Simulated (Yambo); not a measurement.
# GaN (F-43m) in Yambo: a series of runs

One crystal, GaN, is run at these levels: PBE; tasks: GW quasiparticle levels, G0W0 quasiparticle levels.

Program: Yambo 5.3.0. These are calculated values, not measurements. Logs are shortened: lines on timing, memory, paths and dates and some standing lists are left out, and cuts for length are marked.

### 1 The crystal as given

Symmetry: F-43m, No. 216, cubic system. The conventional cell has a = 4.507 Å, b = 4.507 Å, c = 4.507 Å, α = 90.00°, β = 90.00°, γ = 90.00°. Ga (site symmetry -43m) has 4 N at 1.95 Å as nearest neighbours. N (site symmetry -43m) is surrounded by 4 Ga at 1.95 Å.

The cell is a database's computed one.

### 2 GW quasiparticle levels, PBE

Input file gw3.in:

```
gw0
dyson
el_el_corr
rim_cut
HF_and_locXC
ppa
em1d
RandQpts= 1000000
RandGvec= 50 RL
EXXRLvcs= 84 Ry
VXCRLvcs= 84 Ry
Chimod= "HARTREE"
% BndsRnXp
 1 | 109 |
%
NGsBlkXp= 12 Ry
% LongDrXp
 1 | 1 | 1 |
%
PPAPntXp= 27.21138 eV
% GbndRnge
 1 | 109 |
%
GTermKind= "BG"
DysSolver= "n"
ExtendOut
% QPkrange
 1 | 8 | 7 | 13 |
%
```

Input file scf.in:

```
&CONTROL
  calculation = 'scf'
  prefix = 'pwscf'
  outdir = './tmp'
  pseudo_dir = './pseudo'
/
&SYSTEM
  ibrav = 0
  nat = 2
  ntyp = 2
  ecutwfc = 84
  nbnd = 15
  occupations = 'smearing'
  smearing = 'fd'
  degauss = 0.00367493
  force_symmorphic = .true.
/
&ELECTRONS
  conv_thr = 4d-10
  electron_maxstep = 120
  mixing_beta = 0.5
/
ATOMIC_SPECIES
Ga    69.7230 Ga.upf
N     14.0070 N.upf
CELL_PARAMETERS angstrom
   0.0000000000    2.2535006075    2.2535006075
   2.2535006075    0.0000000000    2.2535006075
   2.2535006075    2.2535006075    0.0000000000
ATOMIC_POSITIONS crystal
Ga     0.0000000000    0.0000000000    0.0000000000
N      0.2500000000    0.2500000000    0.2500000000
K_POINTS automatic
10 10 10 0 0 0
```

Input file nscf.in:

```
&CONTROL
  calculation = 'nscf'
  prefix = 'pwscf'
  outdir = './tmp'
  pseudo_dir = './pseudo'
/
&SYSTEM
  ibrav = 0
  nat = 2
  ntyp = 2
  ecutwfc = 84
  nbnd = 109
  occupations = 'fixed'
  force_symmorphic = .true.
/
&ELECTRONS
  conv_thr = 1d-08
  diago_full_acc = .true.
  diago_thr_init = 1d-06
/
ATOMIC_SPECIES
Ga    69.7230 Ga.upf
N     14.0070 N.upf
CELL_PARAMETERS angstrom
   0.0000000000    2.2535006075    2.2535006075
   2.2535006075    0.0000000000    2.2535006075
   2.2535006075    2.2535006075    0.0000000000
ATOMIC_POSITIONS crystal
Ga     0.0000000000    0.0000000000    0.0000000000
N      0.2500000000    0.2500000000    0.2500000000
K_POINTS automatic
4 4 4 0 0 0
```

Input file gw3_1.in:

```
gw0
dyson
el_el_corr
rim_cut
HF_and_locXC
ppa
em1d
RandQpts= 1000000
RandGvec= 50 RL
EXXRLvcs= 84 Ry
VXCRLvcs= 84 Ry
Chimod= "HARTREE"
% BndsRnXp
 1 | 109 |
%
NGsBlkXp= 12 Ry
% LongDrXp
 1 | 1 | 1 |
%
PPAPntXp= 27.21138 eV
% GbndRnge
 1 | 109 |
%
GTermKind= "BG"
DysSolver= "n"
ExtendOut
% QPkrange
 1 | 8 | 7 | 13 |
%
GfnQPdb= "E < gw3/ndb.QP"
```

Input file gw3_2.in:

```
gw0
dyson
el_el_corr
rim_cut
HF_and_locXC
ppa
em1d
RandQpts= 1000000
RandGvec= 50 RL
EXXRLvcs= 84 Ry
VXCRLvcs= 84 Ry
Chimod= "HARTREE"
% BndsRnXp
 1 | 109 |
%
NGsBlkXp= 12 Ry
% LongDrXp
 1 | 1 | 1 |
%
PPAPntXp= 27.21138 eV
% GbndRnge
 1 | 109 |
%
GTermKind= "BG"
DysSolver= "n"
ExtendOut
% QPkrange
 1 | 8 | 7 | 13 |
%
GfnQPdb= "E < gw3_1/ndb.QP"
```

Potentials or basis: PseudoDojo 0.4.1 SR PBE standard.

Launch:

```sh
$ OMP_NUM_THREADS=1 pw.x -in scf.in > scf.out
$ OMP_NUM_THREADS=1 pw.x -in nscf.in > nscf.out
$ cd tmp/pwscf.save; p2y; mv SAVE ../..; cd ../..
$ OMP_NUM_THREADS=1 yambo
$ mkdir -p gw3; ln -s $PWD/g0w00/ndb.RIM gw3/
$ OMP_NUM_THREADS=1 yambo -F gw3.in -J gw3 -C gw3_out
$ mkdir -p gw3_1; ln -s $PWD/gw3/ndb.pp* gw3_1/
$ mkdir -p gw3_1; ln -s $PWD/g0w00/ndb.RIM gw3_1/
$ OMP_NUM_THREADS=1 yambo -F gw3_1.in -J gw3_1 -C gw3_1_out
$ # levels in gw3_1/ndb.QP reset to Eo + Z (Sx + Sc(Eo) - Vxc - shift), the shift holding the valence top or Fermi level at zero
$ mkdir -p gw3_2; ln -s $PWD/gw3/ndb.pp* gw3_2/
$ mkdir -p gw3_2; ln -s $PWD/g0w00/ndb.RIM gw3_2/
$ OMP_NUM_THREADS=1 yambo -F gw3_2.in -J gw3_2 -C gw3_2_out
$ # levels in gw3_2/ndb.QP reset to Eo + Z (Sx + Sc(Eo) - Vxc - shift), the shift holding the valence top or Fermi level at zero
```

Yambo's report:

```text
[... sections 02.01 to 02.04 as in the set-up run ...]

  [02.05] Energies & Occupations
  ==============================

  [X] === General ===
  [X] Electronic Temperature                        :  0.000000  0.000000 [eV K]
  [X] Bosonic    Temperature                        :  0.000000  0.000000 [eV K]
  [X] Finite Temperature mode                       : no
  [X] El. density                                   :  0.78645E+24 [cm-3]
  [X] Fermi Level                                   :  10.58998 [eV]

  [X] === Gaps and Widths ===
  [X] Conduction Band Min                           :  1.758635 [eV]
  [X] Valence Band Max                              :  0.000000 [eV]
  [X] Filled Bands                                  :   9
  [X] Empty Bands                                   :   10  109
  [X] Direct Gap                                    :  1.758635 [eV]
  [X] Direct Gap localized at k                     :  1
  [X] Indirect Gap                                  :  1.758635 [eV]
  [X] Indirect Gap between kpts                     :  1  1
  [X] Last valence band width                       :  3.622282 [eV]
  [X] 1st conduction band width                     :  4.727423 [eV]

 [03] Transferred momenta grid and indexing
 ==========================================

 IBZ Q-points                                      :   8
 BZ  Q-points                                      :   64

 K/Q-points units:
 rlu = crystal or reduced units; cc = cartesian coordinates; iku = interal k-units

 Q [1]          [rlu]:  0.000000  0.000000  0.000000
 Q [2]          [rlu]:  0.10757E-16  0.10757E-16  0.25000
 Q [3]          [rlu]: -0.21514E-16 -0.21514E-16 -0.50000
 Q [4]          [rlu]:  0.42797E-17  0.25000      0.25000
 Q [5]          [rlu]:  0.27370E-17  0.25000      0.50000
 Q [6]          [rlu]: -0.21514E-16  0.25000     -0.25000
 Q [7]          [rlu]: -0.85595E-17 -0.50000     -0.50000
 Q [8]          [rlu]:  0.250000 -0.500000 -0.250000

 [04] Coloumb potential Random Integration (RIM)
 ===============================================

 Summary of Coulomb integrals for non-metallic bands |Q|[au] RIM/Bare

 Q [1] 0.100000E-4 0.995870 * Q [2] 0.319443 1.065375
 Q [4] 0.368862 1.063960 * Q [6] 0.521649 1.025361
 Q [5] 0.611688 1.019334 * Q [3] 0.638887 1.016124
 Q [7] 0.737723 1.013019 * Q [8] 0.824799 1.010118

 [05] Dipoles
 ============

  [05.01] Setup: observables and procedures
  =========================================

  [WF-Oscillators/G space/Transverse up loader] Normalization (few states)  min/max  :  0.21264E-16   1.0000

  [WR./gw3//ndb.dipoles]----------------------------------------------------------
   Brillouin Zone Q/K grids (IBZ/BZ)                :    8   64    8   64
   RL vectors                                       :  2637 [WF]
   Fragmentation                                    : yes
   Electronic Temperature                           :  0.000000 [K]
   Bosonic    Temperature                           :  0.000000 [K]
   DIP band range                                   :    1  109
   DIP band range limits                            :   9  10
   DIP e/h energy range                             : -1.000000 -1.000000 [eV]
   RL vectors in the sum                            :  2637
   [r,Vnl] included                                 : yes
   Bands ordered                                    : yes
   Direct v evaluation                              : no
   Approach used                                    : G-space v
   Dipoles computed                                 : R V P [G-space]
   Wavefunctions                                    : Perdew, Burke & Ernzerhof(X)+Perdew, Burke & Ernzerhof(C)

[... 189 lines left out ...]
   :: Mean rel dev of PP cond     :  0.412512
   Current Q-pt index             :  3
   :: PP condition fails/total    :  0.410571
   :: Time ordering fails/rest    :  0.499955
   :: Mean rel dev of PP cond     :  0.410583
   Current Q-pt index             :   4
[... 5 lines left out ...]
   :: Time ordering fails/rest    :  0.500500
   :: Mean rel dev of PP cond     :  0.413471
   Current Q-pt index             :   6
   :: PP condition fails/total    :  0.415685
   :: Time ordering fails/rest    :  0.498769
   :: Mean rel dev of PP cond     :  0.415702
   Current Q-pt index             :   7
   :: PP condition fails/total    :  0.409718
   :: Time ordering fails/rest    :  0.499594
   :: Mean rel dev of PP cond     :  0.409733
   Current Q-pt index             :   8
   :: PP condition fails/total    :  0.396292
   :: Time ordering fails/rest    :  0.500044
   :: Mean rel dev of PP cond     :  0.396310

  [08.02] QP properties and I/O
  =============================

  Legend (energies in eV)
  - B  : Band       - Eo  : bare energy
  - E  : QP energy  - Z   : Renormalization factor
  - So : Sc(Eo)     - S   : Sc(E)
  - dSp: Sc derivative precision

  - lXC: Local XC (Perdew, Burke & Ernzerhof(X)+Perdew, Burke & Ernzerhof(C))
  -nlXC: non-Local XC (Hartree-Fock)

  QP [eV] @ K [1] (iku):  0.000000  0.000000  0.000000
   B=7 Eo= -0.00 E= -0.27 E-Eo= -0.27 Re(Z)=0.79 Im(Z)=-0.116857E-2 nlXC= -21.3396 lXC= -18.3220 So=  2.67993
   B=8 Eo= -0.00 E= -0.27 E-Eo= -0.27 Re(Z)=0.79 Im(Z)=-0.116864E-2 nlXC= -21.3396 lXC= -18.3220 So=  2.68003
   B=9 Eo=  0.00 E= -0.27 E-Eo= -0.27 Re(Z)=0.79 Im(Z)=-0.116854E-2 nlXC= -21.3395 lXC= -18.3220 So=  2.67189
   B=10 Eo=  1.76 E=  1.95 E-Eo=  0.19 Re(Z)=0.81 Im(Z)=-0.984969E-3 nlXC= -9.75256 lXC= -13.9223 So= -3.93349
   B=11 Eo= 10.36 E= 10.24 E-Eo= -0.11 Re(Z)=0.83 Im(Z)=-0.561546E-3 nlXC= -7.19901 lXC= -11.9777 So= -4.91624
   B=12 Eo= 10.36 E= 10.24 E-Eo= -0.11 Re(Z)=0.82 Im(Z)=  0.02227 nlXC= -7.19900 lXC=-11.97768 So= -4.91699
   B=13 Eo= 10.36 E= 10.24 E-Eo= -0.11 Re(Z)=0.82 Im(Z)=  0.02400 nlXC= -7.19900 lXC=-11.97768 So= -4.91644
[... 19 lines left out ...]
  QP [eV] @ K [4] (iku):  0.250000  0.000000  0.000000
   B=7 Eo= -3.42 E= -4.05 E-Eo= -0.63 Re(Z)=0.78 Im(Z)=-0.228980E-2 nlXC= -20.6633 lXC= -16.6754 So=  3.18219
   B=8 Eo= -1.48 E= -2.15 E-Eo= -0.67 Re(Z)=0.79 Im(Z)=-0.128880E-2 nlXC= -20.6103 lXC= -16.7599 So=  2.99761
   B=9 Eo= -1.48 E= -2.14 E-Eo= -0.66 Re(Z)=0.79 Im(Z)=-0.128887E-2 nlXC= -20.6103 lXC= -16.7599 So=  3.01416
   B=10 Eo=  4.60 E=  4.96 E-Eo=  0.36 Re(Z)=0.81 Im(Z)=-0.106730E-2 nlXC= -9.03346 lXC= -13.7066 So= -4.23379
   B=11 Eo=  7.43 E=  7.65 E-Eo=  0.22 Re(Z)=0.83 Im(Z)= 0.351259E-2 nlXC= -8.03027 lXC= -13.1815 So= -4.88479
   B=12 Eo= 11.64 E= 12.24 E-Eo=  0.60 Re(Z)=0.84 Im(Z)= -0.03721 nlXC= -4.63053 lXC=-10.64976 So= -5.29655
   B=13 Eo= 12.02 E= 12.28 E-Eo=  0.26 Re(Z)=0.81 Im(Z)=  0.07143 nlXC= -7.30240 lXC=-13.25905 So= -5.63992

  QP [eV] @ K [5] (iku): -0.125000 -0.375000  0.375000
   B=7 Eo= -5.93 E= -7.08 E-Eo= -1.14 Re(Z)=0.76 Im(Z)=  0.09710 nlXC=-19.94794 lXC=-14.58041 So=  3.85870
   B=8 Eo= -3.10 E= -3.98 E-Eo= -0.88 Re(Z)=0.78 Im(Z)=-0.233702E-2 nlXC= -19.7745 lXC= -15.4455 So=  3.20274
   B=9 Eo= -1.90 E= -2.68 E-Eo= -0.78 Re(Z)=0.79 Im(Z)=-0.132230E-2 nlXC= -20.5183 lXC= -16.3854 So=  3.13797
   B=10 Eo=  5.41 E=  5.80 E-Eo=  0.39 Re(Z)=0.82 Im(Z)=-0.396218E-3 nlXC= -7.33424 lXC= -12.2654 So= -4.46003
   B=11 Eo=  7.69 E=  8.34 E-Eo=  0.65 Re(Z)=0.79 Im(Z)=-0.142083E-1 nlXC= -9.35457 lXC= -15.3235 So= -5.14930
   B=12 Eo= 10.37 E= 10.95 E-Eo=  0.58 Re(Z)=0.89 Im(Z)= -0.05803 nlXC= -6.86681 lXC=-12.99219 So= -5.47884
   B=13 Eo= 12.22 E= 12.61 E-Eo=  0.40 Re(Z)=0.78 Im(Z)=-0.988593E-2 nlXC= -6.89359 lXC= -13.1027 So= -5.70130

  QP [eV] @ K [6] (iku):  0.000000 -0.250000  0.250000
   B=7 Eo= -5.31 E= -6.29 E-Eo= -0.98 Re(Z)=0.75 Im(Z)=-0.572021E-2 nlXC= -20.2236 lXC= -15.1712 So=  3.73768
   B=8 Eo= -3.25 E= -4.18 E-Eo= -0.93 Re(Z)=0.79 Im(Z)= -0.02211 nlXC=-19.64775 lXC=-15.23415 So=  3.23627
   B=9 Eo= -1.02 E= -1.60 E-Eo= -0.58 Re(Z)=0.79 Im(Z)=-0.122844E-2 nlXC= -20.9073 lXC= -17.2440 So=  2.93413
   B=10 Eo=  6.49 E=  6.95 E-Eo=  0.47 Re(Z)=0.80 Im(Z)=-0.368120E-2 nlXC= -9.59179 lXC= -15.1167 So= -4.93985
   B=11 Eo=  7.54 E=  8.10 E-Eo=  0.56 Re(Z)=0.82 Im(Z)=-0.421114E-2 nlXC= -6.88428 lXC= -12.4190 So= -4.85651
   B=12 Eo=  9.54 E= 10.01 E-Eo=  0.47 Re(Z)=0.81 Im(Z)= 0.123452E-1 nlXC= -7.49451 lXC= -13.3391 So= -5.26723
   B=13 Eo= 11.50 E= 11.75 E-Eo=  0.24 Re(Z)=0.81 Im(Z)=-0.187720E-2 nlXC= -6.82893 lXC= -12.5197 So= -5.38937
[... 10 lines left out ...]
  QP [eV] @ K [8] (iku): -0.500000  0.250000  0.000000
   B=7 Eo= -5.68 E= -6.84 E-Eo= -1.16 Re(Z)=0.75 Im(Z)= 0.102621E-1 nlXC= -20.1178 lXC= -14.7905 So=  3.77184
   B=8 Eo= -3.68 E= -4.57 E-Eo= -0.88 Re(Z)=0.78 Im(Z)=-0.358282E-2 nlXC= -19.7359 lXC= -15.1591 So=  3.44530
   B=9 Eo= -3.62 E= -4.72 E-Eo= -1.09 Re(Z)=0.78 Im(Z)=-0.498925E-2 nlXC= -18.8165 lXC= -14.1870 So=  3.22359
   B=10 Eo=  6.24 E=  6.98 E-Eo=  0.74 Re(Z)=0.82 Im(Z)=-0.116940E-2 nlXC= -7.96837 lXC= -13.3334 So= -4.46023
   B=11 Eo=  8.40 E=  9.12 E-Eo=  0.72 Re(Z)=0.79 Im(Z)=-0.158232E-2 nlXC= -10.2316 lXC= -16.6696 So= -5.52430
   B=12 Eo= 10.30 E= 10.44 E-Eo=  0.14 Re(Z)=0.79 Im(Z)=  0.01562 nlXC= -6.59035 lXC=-12.15425 So= -5.39224
   B=13 Eo= 11.14 E= 11.82 E-Eo=  0.69 Re(Z)=0.82 Im(Z)= -0.04457 nlXC= -5.97518 lXC=-12.27146 So= -5.45612

  [WR./gw3//ndb.QP]---------------------------------------------------------------
   Lattice constants                                :  4.258499  4.258499  4.258499
   Coulomb cutoff potential                         : none
   Electronic Temperature                           :  0.000000 [K]
   Bosonic    Temperature                           :  0.000000 [K]
   Green`s function   energies                      : Perdew, Burke & Ernzerhof(X)+Perdew, Burke & Ernzerhof(C)
   wavefunctions                                    : Perdew, Burke & Ernzerhof(X)+Perdew, Burke & Ernzerhof(C)
   PPA    diel. fun.  energies                      : Perdew, Burke & Ernzerhof(X)+Perdew, Burke & Ernzerhof(C)
   wavefunctions                                    : Perdew, Burke & Ernzerhof(X)+Perdew, Burke & Ernzerhof(C)
   QP tot states                                    :   56
   GW solver                                        : Newton
   GW approximation                                 : PPA
   PPA imaginary Energy                             :  27.21138 ev
   RIM G`s                                          :   51
   RIM random pts                                   :  1000000
   dS/dw steps                                      :  2
   dS/dw step                                       :  0.100000 ev
   X G`s                                            :  137 used
   X G`s                                            :  137 disk
   X bands                                          :    1  109
   X poles                                          :  100.0000 o/o
   X e/h E range                                    : -1.000000 -1.000000 ev
   X Hxc Kernel                                     : HARTREE
   X BZ energy Double Grid                          : no
   X Optical Averaged directions                    : none
   Sc/G bands                                       :    1  109
   Sc/G damping                                     :  0.100000 ev
   Sc bands terminator                              : yes
   Sc terminator kind                               : BG
   Sc Terminator pole                               :  40.81708
   Sx RL components                                 :  2085

   QP @ state[ 1 ] K range                          :   1   8
   QP @ state[ 1 ] b range                          :   7  13
   GF energies kind                                 : Perdew, Burke & Ernzerhof(X)+Perdew, Burke & Ernzerhof(C)
   GF WF`s kind                                     : Perdew, Burke & Ernzerhof(X)+Perdew, Burke & Ernzerhof(C)
   Xs energies kind                                 : Perdew, Burke & Ernzerhof(X)+Perdew, Burke & Ernzerhof(C)
   Xs WF`s kind                                     : Perdew, Burke & Ernzerhof(X)+Perdew, Burke & Ernzerhof(C)
```

What came out:

```yaml
Band_gap_on_the_k_mesh_mean-field_level: 1.76 eV, direct
Quasiparticle_gap: 2.32 eV
Least_direct_quasiparticle_gap: 2.32 eV
Quasiparticle_gap_at_Γ: 2.32 eV
Band_gap_of_the_same_states_before_the_correction: 1.76 eV
```

Quasiparticle terms (eV):
```
               k point  band  Kohn-Sham level     Vxc      Σx     Σc     Z  result
 (0.000, 0.000, 0.000)     7             0.00  -18.32  -21.34   2.64  0.80    0.00
 (0.000, 0.000, 0.000)     8             0.00  -18.32  -21.34   2.64  0.80    0.00
 (0.000, 0.000, 0.000)     9             0.00  -18.32  -21.34   2.63  0.80   -0.01
 (0.000, 0.000, 0.000)    10             1.76  -13.92   -9.75  -3.86  0.82    2.32
 (0.000, 0.000, 0.000)    11            10.36  -11.98   -7.20  -4.83  0.84   10.63
 (0.000, 0.000, 0.000)    12            10.36  -11.98   -7.20  -4.83  0.84   10.63
 (0.000, 0.000, 0.000)    13            10.36  -11.98   -7.20  -4.83  0.84   10.63
 (0.000, 0.000, 0.250)     7            -3.85  -15.88  -20.18   3.19  0.77   -4.41
 (0.000, 0.000, 0.250)     8            -0.52  -17.76  -21.12   2.76  0.80   -0.70
 (0.000, 0.000, 0.250)     9            -0.52  -17.76  -21.12   2.75  0.80   -0.70
 (0.000, 0.000, 0.250)    10             4.09  -14.26   -9.62  -4.19  0.82    4.77
 (0.000, 0.000, 0.250)    11             8.81  -13.40   -7.72  -5.02  0.82    9.65
 (0.000, 0.000, 0.250)    12            10.81  -12.20   -7.01  -4.98  0.84   11.30
 (0.000, 0.000, 0.250)    13            10.81  -12.20   -7.01  -4.98  0.84   11.30
(0.000, 0.000, -0.500)     7            -7.02  -13.45  -19.31   3.95  0.77   -8.20
(0.000, 0.000, -0.500)     8            -0.96  -17.33  -21.01   2.87  0.80   -1.30
(0.000, 0.000, -0.500)     9            -0.96  -17.33  -21.01   2.87  0.80   -1.31
(0.000, 0.000, -0.500)    10             4.67  -13.33   -8.55  -4.45  0.83    5.25
(0.000, 0.000, -0.500)    11             8.74  -14.52   -7.86  -5.39  0.79   10.04
(0.000, 0.000, -0.500)    12            10.40  -11.85   -6.53  -4.88  0.75   11.01
```

Caveat: the k mesh is coarse (spacing up to 0.60 Å⁻¹), so the values aren't converged; the potentials hold a filled d shell without the s and p states of that shell, which can shift GW gaps by tenths of an eV, either way; between passes the levels were reset to the linearisation about the Kohn-Sham level, since this version mixes two points of expansion; the levels printed in its table differ; this version prints the column dSc/dw multiplied by 27.2; the terminator is approximate in this version, by hundredths of an eV.

(Continued in part 2 of 2.)
